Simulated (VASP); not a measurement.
# Sc (I4/mmm) in VASP: equation of state, part 2 of 2

VASP 6.6.1.

**5. Equation of state, PBE, 25.76 Å³/atom (volume scaled by 1.02)**

File INCAR:

```
ALGO = Normal
EDIFF = 1E-7
ENCUT = 520
GGA = PE
ISIF = 2
ISMEAR = -1
LASPH = True
LCHARG = False
LREAL = False
LWAVE = False
NBANDS = 12
NELM = 100
PREC = Accurate
SIGMA = 0.05
```

File KPOINTS:

```
k-points
0
Gamma
  10 10 10
```

File POSCAR:

```
Sc
1.0
   -1.9299025810      1.9299025810      1.7289781858
    1.9299025810     -1.9299025810      1.7289781858
    1.9299025810      1.9299025810     -1.7289781858
Sc
1
Direct
    0.0000000000      0.0000000000      0.0000000000
```

Potentials or basis: VASP PAW PBE potentials, release 64 (Sc_sv).

The run is started by

```bash
cat potpaw_PBE.64/Sc_sv/POTCAR > POTCAR
mpirun -np 1 vasp_std > vasp.out
```

OUTCAR:

```text
EDIFF = 1E-7
   ENCUT = 520
   GGA = PE
   ISIF = 2
   ISMEAR = -1
   LASPH = True
   LREAL = False
   NELM = 100
   PREC = Accurate

 ion  position               nearest neighbor table
   1  0.000  0.000  0.000-

  LATTYP: Found a body centered tetragonal cell.
 ALAT       =     3.8598051620
 C/A-ratio  =     0.8958888406

  Lattice vectors:

 A1 = (  -1.9299025810,   1.9299025810,   1.7289781858)
 A2 = (   1.9299025810,  -1.9299025810,   1.7289781858)
 A3 = (   1.9299025810,   1.9299025810,  -1.7289781858)

Analysis of symmetry for initial positions (statically):
=====================================================================
 Subroutine PRICEL returns:
 Original cell was already a primitive cell.

 Routine SETGRP: Setting up the symmetry group for a
 body centered tetragonal supercell.

 Subroutine GETGRP returns: Found 16 space group operations
 (whereof 16 operations were pure point group operations)
 out of a pool of 16 trial point group operations.

The static configuration has the point symmetry D_4h.

Analysis of symmetry for dynamics (positions and initial velocities):
[... 195 lines left out ...]
      4     -24.5705      2.00000
      5      -1.6117      2.00000
      6       4.5285      0.00000
      7       5.2010      0.00000
      8       5.2010      0.00000
      9       5.8239      0.00000
     10       6.5740      0.00000
     11      16.8035      0.00000
     12      16.8035      0.00000
[... 571 lines left out ...]
 k-point    40 :       0.5000    0.2000    0.1000
  band No.  band energies     occupation
      1     -46.1102      2.00000
      2     -24.8573      2.00000
      3     -24.6964      2.00000
      4     -24.6416      2.00000
      5       1.8344      2.00000
      6       3.4749      1.49340
      7       3.8189      0.00605
      8       6.2918      0.00000
      9       6.3904      0.00000
     10       7.8413      0.00000
     11      11.4937      0.00000
     12      12.6599      0.00000

 [... further k-points ...]

------------------------ aborting loop because EDIFF is reached ----------------------------------------

  FORCE on cell =-STRESS in cart. coord.  units (eV):
  Direction    XX          YY          ZZ          XY          YZ          ZX
  --------------------------------------------------------------------------------------
  -------------------------------------------------------------------------------------
  Total       -0.3320322     -0.3320322     -0.1632147      0.0000000      0.0000000      0.0000000
  in kB      -20.6523999    -20.6523999    -10.1519526      0.0000000      0.0000000      0.0000000
  external PRESSURE =     -17.1522508 kB  Pullay stress =       0.0000000 kB

 VOLUME and BASIS-vectors are now :
 -----------------------------------------------------------------------------
  energy-cutoff  :      520.00
  volume of cell :       25.76
      direct lattice vectors                 reciprocal lattice vectors
    -1.929902581  1.929902581  1.728978186     0.000000000  0.259080435  0.289188148
     1.929902581 -1.929902581  1.728978186     0.259080435  0.000000000  0.289188148
     1.929902581  1.929902581 -1.728978186     0.259080435  0.259080435  0.000000000

 POSITION                                       TOTAL-FORCE (eV/Angst)
 -----------------------------------------------------------------------------------
      0.00000      0.00000      0.00000         0.000000     -0.000000      0.000000
 -----------------------------------------------------------------------------------
    total drift:                                0.000000      0.000000     -0.000000

  FREE ENERGIE OF THE ION-ELECTRON SYSTEM (eV)
  ---------------------------------------------------
  free  energy   TOTEN  =        -6.1458970870 eV

  energy  without entropy=       -6.1237937130  energy(sigma->0) =       -6.13484540
```

It took 20 s on 1 thread of Intel Xeon Platinum 8488C (Sapphire Rapids), shared host; peak memory 0.15 GiB.

What came out:

```yaml
Free_energy: -6.1459 eV
Pressure: -1.7 GPa
Band_gap_on_the_k_mesh: none (metal or under the smearing width)
```

**6. Equation of state, PBE, 26.26 Å³/atom (volume scaled by 1.04)**

File INCAR:

```
PREC = Accurate
ENCUT = 520
EDIFF = 1E-7
ISMEAR = -1
SIGMA = 0.05
LREAL = F
LASPH = T
NELM = 60
ALGO = Normal
ISIF = 2
LWAVE = F
LCHARG = F
GGA = PE
NBANDS = 12
```

File KPOINTS:

```
regular mesh
0
Gamma
  10 10 10
```

File POSCAR:

```
Sc
1.0
   -1.9424347671      1.9424347671      1.7402056315
    1.9424347671     -1.9424347671      1.7402056315
    1.9424347671      1.9424347671     -1.7402056315
Sc
1
Direct
    0.0000000000      0.0000000000      0.0000000000
```

Potentials or basis: VASP PAW PBE potentials, release 64 (Sc_sv).

The run is started by

```bash
cat potpaw_PBE.64/Sc_sv/POTCAR > POTCAR
mpirun -np 1 vasp_std > vasp.out
```

It took 18 s on 1 thread of Intel Xeon Platinum 8488C (Sapphire Rapids), shared host; peak memory 0.15 GiB.

It converged, with:

```
Free energy            : -6.1393 eV
Pressure               : -2.6 GPa
Band gap on the k mesh : none (metal or under the smearing width)
```

**7. Equation of state, PBE, 26.77 Å³/atom (volume scaled by 1.06)**

File INCAR:

```
SYSTEM = Sc
PREC = Accurate
ENCUT = 520
EDIFF = 1E-7
ISMEAR = -1
SIGMA = 0.05
LREAL = .False.
LASPH = .True.
NELM = 60
ALGO = Normal
ISIF = 2
LWAVE = .False.
LCHARG = .False.
GGA = PE
NBANDS = 12
```

File KPOINTS:

```
regular mesh
0
Gamma
  10 10 10
  0 0 0
```

File POSCAR:

```
Sc
1.0
   -1.9548072966      1.9548072966      1.7512900426
    1.9548072966     -1.9548072966      1.7512900426
    1.9548072966      1.9548072966     -1.7512900426
Sc
1
Direct
    0.0000000000      0.0000000000      0.0000000000
```

The run is started by

```bash
cat potpaw_PBE.64/Sc_sv/POTCAR > POTCAR
mpirun -np 1 vasp_std > vasp.out
```

It took 16 s on 1 thread of Intel Xeon Platinum 8488C (Sapphire Rapids), shared host; peak memory 0.15 GiB.

Results (log left out):

- Free energy: -6.1300 eV
- Pressure: -3.4 GPa
- Band gap on the k mesh: none (metal or under the smearing width)

**8. Equation of state, PBE**

Potentials or basis: VASP PAW PBE potentials, release 64 (Sc_sv).

This step only gathers the single runs of the series.

What came out:

* Equilibrium volume: 24.91 Å³/atom
* Bulk modulus at fixed shape and positions: 52 GPa
* Pressure derivative of the bulk modulus: 3.1

Energy against volume, from the lowest point:
```
volume (Å³/atom)  energy (meV/atom)
          23.738               9.26
          24.243               2.79
          24.748               0.00
          25.253               0.61
          25.758               4.35
          26.264              10.96
          26.769              20.23
```

Caveat: the cell was scaled at fixed shape and fractional positions, which overstates the stiffness of a crystal with free parameters, most of all of layers and chains.
